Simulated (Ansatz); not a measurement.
## GeTe under a change: isotropic strain −1.34 %

The parent structure is GeTe (space group R3m, No. 160; a = 4.187 Å, c = 11.060 Å (hexagonal axes); layered).

Modification: the cell is scaled by 0.9866 in all directions; the atoms relax in the strained cell.

Method: Kohn–Sham DFT with the r2SCAN functional, run in Ansatz (a first-principles code) with PAW and 500 eV plane waves, no SOC. k-mesh 10×10×10 (Γ-centred); smearing 0.05 eV (Fermi–Dirac).

```json
[
 {"quantity": "volume per atom", "base": "27.99 Å³", "changed": "26.88 Å³", "shift": "-1.11 Å³"},
 {"quantity": "space group", "base": "R3m (No. 160)", "changed": "R3m (No. 160)", "shift": "–"},
 {"quantity": "shortest interatomic distance", "base": "2.815 Å", "changed": "2.797 Å", "shift": "-0.018 Å"},
 {"quantity": "energy relative to the base (free energy F)", "base": "0 meV/atom", "changed": "+5.4 meV/atom", "shift": "+5.4 meV/atom"},
 {"quantity": "pressure (mean of the normal stresses, compression positive)", "base": "0.00 GPa", "changed": "1.61 GPa", "shift": "+1.616 GPa"},
 {"quantity": "band gap (an upper bound: an edge found on the path is not a true extremum; the base alone)", "base": "0.64 eV", "changed": "0.48 eV", "shift": "-0.16 eV"},
 {"quantity": "largest internal atomic displacement", "base": "–", "changed": "0.019 Å", "shift": "–"}
]
```

With Te present, leaving out spin-orbit coupling can change the band edges. Whether these cells are dynamically stable was not tested. No dispersion term is included, though the crystal is made of layers, chains or molecules, so its spacings can come out too wide.
